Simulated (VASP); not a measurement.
A run of VASP 6.6.1:

File INCAR:

```
SYSTEM = Cd
  ALGO = Normal
  EDIFF = 1E-7
  EDIFFG = -0.005
  ENCUT = 600
  GGA = PE
  IBRION = 2
  ISIF = 3
  ISMEAR = 0
  IVDW = 12
  LASPH = .True.
  LCHARG = .False.
  LREAL = .False.
  LWAVE = .False.
  NELM = 60
  NSW = 90
  PREC = Accurate
  SIGMA = 0.1
```

KPOINTS

```
k-points
0
Gamma
  18 18 8
  0 0 0
```

POSCAR

```
Cd
1.0
    2.9584748200      0.0000000000      0.0000000000
   -1.4792374100      2.5621143500      0.0000000000
    0.0000000000      0.0000000000      5.8859279300
Cd
2
Direct
    0.3333333300      0.6666666700      0.2500000000
    0.6666666700      0.3333333300      0.7500000000
```

Potentials or basis: VASP PAW PBE potentials, release 64 (Cd).

Launch:

```console
$ cat potpaw_PBE.64/Cd/POTCAR > POTCAR
$ mpirun -np 1 vasp_std > vasp.out
```

Hardware: 1 thread of Intel(R) Xeon(R) 6975P-C (Granite Rapids), with other jobs on the host.

Task: Estimate the wall time of this run.

Result: Wall time 3.9 min on 1 thread of Intel(R) Xeon(R) 6975P-C (Granite Rapids), on a shared host, peak memory 0.29 GiB. Counts: scf iterations 82, k points 185, ion steps 10.
